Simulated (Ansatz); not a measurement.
Ba:

```xyz
1
Lattice="-2.5065 2.5065 2.5065 2.5065 -2.5065 2.5065 2.5065 2.5065 -2.5065" Properties=species:S:1:pos:R:3 pbc="T T T"
Ba    0.0000    0.0000    0.0000
```

```yaml
Program: Ansatz 0.2.0
Task: single point
Functional: PBEsol
Potentials_or_basis: all-electron LAPW, scalar-relativistic
Cutoff: 74 eV (chosen from the basis error)
Basis_error_allowed: 0.001 eV/atom
k_mesh: 8 × 8 × 8
Occupations: fermi-dirac, width 0.05 eV
Spin: no spin polarisation
```

On this cell: pressure -0.7 GPa; band gap on the k mesh none (metal or under the smearing width).

The same run follows on a disturbed copy (cell strained at random at fixed volume):

```
Ba
1.0
    -2.47176    2.47765    2.44851
     2.56531   -2.52802    2.59244
     2.45066    2.50692   -2.49889
Ba
1
Cartesian
  -0.0133 -0.0434 0.0383
```

**Question.** What changes?

**Answer.** The energy (extrapolated to zero smearing) moves by +4.0 meV/atom; pressure -0.7 GPa; band gap on the k mesh none (metal or under the smearing width).

Stress tensor (GPa, compression positive):
```
-0.71  0.06 -0.39
 0.06 -0.66  0.20
-0.39  0.20 -0.73
```
